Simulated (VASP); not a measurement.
# W (Fm-3m) in VASP: notebook, part 2 of 2

VASP 6.6.1.

### Step 4. Single point, PBE

Contents of INCAR:

```
SYSTEM = W
  ADDGRID = .FALSE.
  ALGO = Normal
  EDIFF = 1E-7
  ENCUT = 350
  GGA = PE
  ISIF = 2
  ISMEAR = 0
  LASPH = .TRUE.
  LCHARG = .FALSE.
  LREAL = .FALSE.
  LWAVE = .FALSE.
  NBANDS = 13
  NELM = 100
  PREC = Accurate
  SIGMA = 0.15
```

Contents of KPOINTS:

```
k-points
0
G
  12 12 12
  0 0 0
```

Contents of POSCAR:

```
W
1.0
    0.0000000000      2.0300000000      2.0300000000
    2.0300000000      0.0000000000      2.0300000000
    2.0300000000      2.0300000000      0.0000000000
W
1
Direct
    0.0000000000      0.0000000000      0.0000000000
```

Potentials or basis: VASP PAW PBE potentials, release 64 (W_sv).

Command:

```console
cat potpaw_PBE.64/W_sv/POTCAR > POTCAR
mpirun -np 1 vasp_std > vasp.out
```

OUTCAR:

```text
SYSTEM = W
   EDIFF = 1E-7
   ENCUT = 350
   GGA = PE
   ISIF = 2
   ISMEAR = 0
   LASPH = .TRUE.
   LREAL = .FALSE.
   NELM = 100
   PREC = Accurate

 Found     72 irreducible k-points:

 Following reciprocal coordinates:
            Coordinates               Weight
  0.000000  0.000000  0.000000      1.000000
  0.083333  0.000000  0.000000      8.000000
  0.166667  0.000000  0.000000      8.000000
  0.250000  0.000000  0.000000      8.000000
  0.333333  0.000000  0.000000      8.000000
  0.416667  0.000000  0.000000      8.000000
   k-points           NKPTS =     72   k-points in BZ     NKDIM =     72   number of bands    NBANDS=     13
   number of dos      NEDOS =    301   number of ions     NIONS =      1
   total plane-waves  NPLWV =   5832
   dimension x,y,z NGX =    18 NGY =   18 NGZ =   18
   dimension x,y,z NGXF=    36 NGYF=   36 NGZF=   36
   ions per type =               1
   NGX,Y,Z   is equivalent  to a cutoff of  10.42, 10.42, 10.42 a.u.
   NGXF,Y,Z  is equivalent  to a cutoff of  20.85, 20.85, 20.85 a.u.
 SYSTEM =  W
   PREC   = accura    normal or accurate (medium, high low for compatibility)
   ISTART =      0    job   : 0-new  1-cont  2-samecut
   ICHARG =      2    charge: 1-file 2-atom 10-const
   ISPIN  =      1    spin polarized calculation?
   LNONCOLLINEAR =      F non collinear calculations
   LSORBIT =      F    spin-orbit coupling
   LASPH  =      T    aspherical Exc in radial PAW
   ENCUT  =  350.0 eV  25.72 Ry    5.07 a.u.   4.38  4.38  4.38*2*pi/ulx,y,z
   NELM   =    100;   NELMIN=  2; NELMDL= -5     # of ELM steps
   EDIFF  = 0.1E-06   stopping-criterion for ELM
   LREAL  =      F    real-space projection
   EDIFFG = 0.1E-05   stopping-criterion for IOM
   NSW    =      0    number of steps for IOM
   IBRION =     -1    ionic relax: 0-MD 1-quasi-New 2-CG
   NFREE  =      0    steps in history (QN), initial steepest desc. (CG)
   ISIF   =      2    stress and relaxation
   ISYM   =      2    0-nonsym 1-usesym 2-fastsym
   POTIM  = 0.5000    time-step for ionic-motion
   TEBEG  =    0.0;   TEEND  =   0.0 temperature during run
   PSTRESS=    0.0 pullay stress
   NELECT =      14.0000    total number of electrons
   NUPDOWN=      -1.0000    fix difference up-down
   EMIN   =  10.00;   EMAX   =-10.00  energy-range for DOS
   EFERMI =   0.00;   METHOD = LEGACY
   ISMEAR =     0;   SIGMA  =   0.15  broadening in eV -4-tet -1-fermi 0-gaus
   EFERMI_NEDOS =   21; number of points for ismear=-14 and -15
   IALGO  =     38    algorithm
   IMIX   =      4    mixing-type and parameters
     AMIX     =   0.40;   BMIX     =  1.00
     AMIX_MAG =   1.60;   BMIX_MAG =  1.00
  volume/ion in A,a.u.               =      16.73       112.91
  Fermi-wavevector in a.u.,A,eV,Ry     =   1.542688  2.915258 32.380324  2.379887
  Thomas-Fermi vector in A             =   2.648457
   LORBIT       =      0    0 simple, 1 ext, 2 COOP (PROOUT), +10 PAW based schemes
   GGA     = PE    functional components
   LHFCALC =     F    Hartree Fock is set to
   AEXX    =    0.0000 exact exchange contribution
   IVDW    =     0    specifies the selected vdW correction
   LEPSILON=     F    determine dielectric tensor
   LRPA    =     F    only Hartree local field effects (RPA)
 non-spin polarized calculation
 Gauss-broadening in eV      SIGMA  =   0.15
  energy-cutoff  :      350.00
  volume of cell :       16.73
 maximum number of plane-waves:       263
 NGX is ok and might be reduce to    18
   NGX =  9   NGY =  9   NGZ =  9

 number of electron      14.0000004 magnetization

 Free energy of the ion-electron system (eV)
  ---------------------------------------------------
  ext. energy  EPLUGINS =         0.00000000
  ---------------------------------------------------
  free energy    TOTEN  =       -12.47457491 eV

  energy without entropy =      -12.45776016  energy(sigma->0) =      -12.46616753

 E-fermi :  10.2617     XC(G=0): -13.3270

 val. band max:       10.2309376187   @ k =   0.1667   0.0833   0.0000
 cond. band min:      10.2638141283   @ k =  -0.2500   0.0833   0.0000
 fundamental gap:      0.0328765096
 Fermi energy:        10.2616760528

 k-point     1 :       0.0000    0.0000    0.0000
  band No.  band energies     occupation
      1     -63.4702      2.00000
      2     -27.1262      2.00000
      3     -27.1262      2.00000
      4     -27.1262      2.00000
      5       1.3338      2.00000
      6       9.6972      2.00000
      7       9.6972      2.00000
      8       9.6972      2.00000
      9      12.7401      0.00000
     10      12.7401      0.00000
     11      22.9861      0.00000
     12      28.1117      0.00000
     13      28.1117      0.00000

 k-point     2 :       0.0833    0.0000    0.0000
  band No.  band energies     occupation
      1     -63.4637      2.00000
      2     -27.2027      2.00000
      3     -27.1360      2.00000
      4     -27.1360      2.00000
      5       1.6298      2.00000
      6       9.4742      2.00000
      7       9.8324      1.99995
      8       9.8324      1.99995
      9      12.6214      0.00000
     10      12.6214      0.00000
     11      23.5717      0.00000
     12      26.9338      0.00000
     13      28.6659      0.00000

 k-point     3 :       0.1667    0.0000    0.0000
  band No.  band energies     occupation
      1     -63.4460      2.00000
      2     -27.4082      2.00000
      3     -27.1628      2.00000
      4     -27.1628      2.00000
      5       2.4444      2.00000
      6       8.9984      2.00000
      7      10.1023      1.86707
      8      10.1023      1.86707
      9      12.4792      0.00000
     10      12.4792      0.00000
     11      24.5008      0.00000
     12      25.6982      0.00000
     13      30.2137      0.00000

 k-point     4 :       0.2500    0.0000    0.0000
  band No.  band energies     occupation
      1     -63.4216      2.00000
      2     -27.6806      2.00000
      3     -27.1992      2.00000
      4     -27.1992      2.00000
      5       3.5197      2.00000
      6       8.7052      2.00000
      7      10.1257      1.80001
      8      10.1257      1.80001
      9      12.8294      0.00000
     10      12.8294      0.00000
     11      23.1884      0.00000
     12      26.8058      0.00000
     13      32.4815      0.00000

 k-point     5 :       0.3333    0.0000    0.0000
  band No.  band energies     occupation
      1     -63.3974      2.00000
      2     -27.9441      2.00000
      3     -27.2352      2.00000
      4     -27.2352      2.00000
      5       4.3625      2.00000
      6       9.0947      2.00000
      7       9.8538      1.99988
      8       9.8538      1.99988
      9      13.7401      0.00000
     10      13.7401      0.00000
     11      21.9025      0.00000
     12      25.5445      0.00000
     13      31.8266      0.00000

 k-point     6 :       0.4167    0.0000    0.0000
  band No.  band energies     occupation
      1     -63.3795      2.00000
      2     -28.1319      2.00000
      3     -27.2614      2.00000
      4     -27.2614      2.00000
      5       4.6800      2.00000
      6       9.5865      2.00000
      7       9.5865      2.00000
      8      10.1567      1.67753
      9      14.7118      0.00000
     10      14.7118      0.00000
     11      20.8325      0.00000
     12      23.4037      0.00000
     13      29.5492      0.00000

 [... further k-points ...]

------------------------ aborting loop because EDIFF is reached ----------------------------------------

  FORCE on cell =-STRESS in cart. coord.  units (eV):
  Direction    XX          YY          ZZ          XY          YZ          ZX
  --------------------------------------------------------------------------------------
  -------------------------------------------------------------------------------------
  Total       -0.5104402     -0.5104402     -0.5104402     -0.0000000     -0.0000000      0.0000000
  in kB      -48.8806893    -48.8806893    -48.8806893     -0.0000000     -0.0000000      0.0000000
  external PRESSURE =     -48.8806893 kB  Pullay stress =       0.0000000 kB

 VOLUME and BASIS-vectors are now :
 -----------------------------------------------------------------------------
  energy-cutoff  :      350.00
  volume of cell :       16.73
      direct lattice vectors                 reciprocal lattice vectors
     0.000000000  2.030000000  2.030000000    -0.246305419  0.246305419  0.246305419
     2.030000000  0.000000000  2.030000000     0.246305419 -0.246305419  0.246305419
     2.030000000  2.030000000  0.000000000     0.246305419  0.246305419 -0.246305419

 POSITION                                       TOTAL-FORCE (eV/Angst)
 -----------------------------------------------------------------------------------
      0.00000      0.00000      0.00000         0.000000      0.000000      0.000000
 -----------------------------------------------------------------------------------
    total drift:                                0.000000     -0.000000     -0.000000

  FREE ENERGIE OF THE ION-ELECTRON SYSTEM (eV)
  ---------------------------------------------------
  free  energy   TOTEN  =       -12.4745749077 eV

  energy  without entropy=      -12.4577601577  energy(sigma->0) =      -12.46616753
```

OSZICAR:

```text
N       E                     dE             d eps       ncg     rms          rms(c)
DAV:   1     0.629327054995E+02    0.62933E+02   -0.60315E+03  1906   0.941E+02
DAV:   2    -0.119427717084E+02   -0.74875E+02   -0.72061E+02  2077   0.254E+02
DAV:   3    -0.131025880534E+02   -0.11598E+01   -0.11555E+01  2097   0.322E+01
DAV:   4    -0.131073212382E+02   -0.47332E-02   -0.47330E-02  2082   0.224E+00
DAV:   5    -0.131073612844E+02   -0.40046E-04   -0.40045E-04  2097   0.192E-01    0.183E+01
DAV:   6    -0.126000254472E+02    0.50734E+00   -0.44604E-01  2002   0.874E+00    0.700E+00
DAV:   7    -0.124787049057E+02    0.12132E+00   -0.20504E-01  2067   0.559E+00    0.567E-01
DAV:   8    -0.124746060354E+02    0.40989E-02   -0.41860E-03  1882   0.796E-01    0.678E-02
DAV:   9    -0.124745759241E+02    0.30111E-04   -0.90537E-05  2206   0.104E-01    0.382E-02
DAV:  10    -0.124745744596E+02    0.14645E-05   -0.96267E-06  1962   0.402E-02    0.392E-03
DAV:  11    -0.124745750428E+02   -0.58317E-06   -0.13386E-07  1621   0.425E-03    0.430E-04
DAV:  12    -0.124745749001E+02    0.14262E-06   -0.80959E-09  1086   0.108E-03    0.546E-05
DAV:  13    -0.124745749077E+02   -0.75336E-08   -0.11078E-09   991   0.413E-04
   1 F= -.12474575E+02 E0= -.12466168E+02  d E =-.168147E-01
```

It took 6.3 s on 1 thread of Intel Xeon Platinum 8488C (Sapphire Rapids), shared host; peak memory 0.12 GiB.

The run converged, but some of its settings lie outside the range that counts as converged, so its numbers aren't taken as properties of the crystal.

What came out:

```yaml
Free_energy: -12.4746 eV
Pressure: -4.9 GPa
Band_gap_on_the_k_mesh: none (metal or under the smearing width)
```

### Step 5. Single point, PBE

INCAR: that of step 4 with these lines changed.

```diff
@@ -4,3 +4,3 @@
   EDIFF = 1E-7
-  ENCUT = 350
+  ENCUT = 250
   GGA = PE
```

Contents of KPOINTS:

```
k-points
0
G
  15 15 15
  0 0 0
```

POSCAR is that of step 4.

Command:

```console
cat potpaw_PBE.64/W_sv/POTCAR > POTCAR
mpirun -np 1 vasp_std > vasp.out
```

It took 4.3 s on 1 thread of Intel Xeon Platinum 8488C (Sapphire Rapids), shared host; peak memory 0.11 GiB.

The run converged, but some of its settings lie outside the range that counts as converged, so its numbers aren't taken as properties of the crystal.

Results:

```
Free energy            : -12.4775 eV
Band gap on the k mesh : none (metal or under the smearing width)
```

Caveat: the cutoff is under 1.25 times the usual one of these potentials, so pressure, stress and relaxed cells hold a basis-set (Pulay) error.

### Step 6. The reference run

An earlier run on the cell as given: functional PBEsol; potentials or basis VASP PAW PBE potentials, release 64 (W_sv); cutoff 520 eV; k mesh 11 × 11 × 11; occupations fermi-dirac, width 0.05 eV; no spin polarisation.

- Pressure: -12.3 GPa
- Band gap on the k mesh: none (metal or under the smearing width)
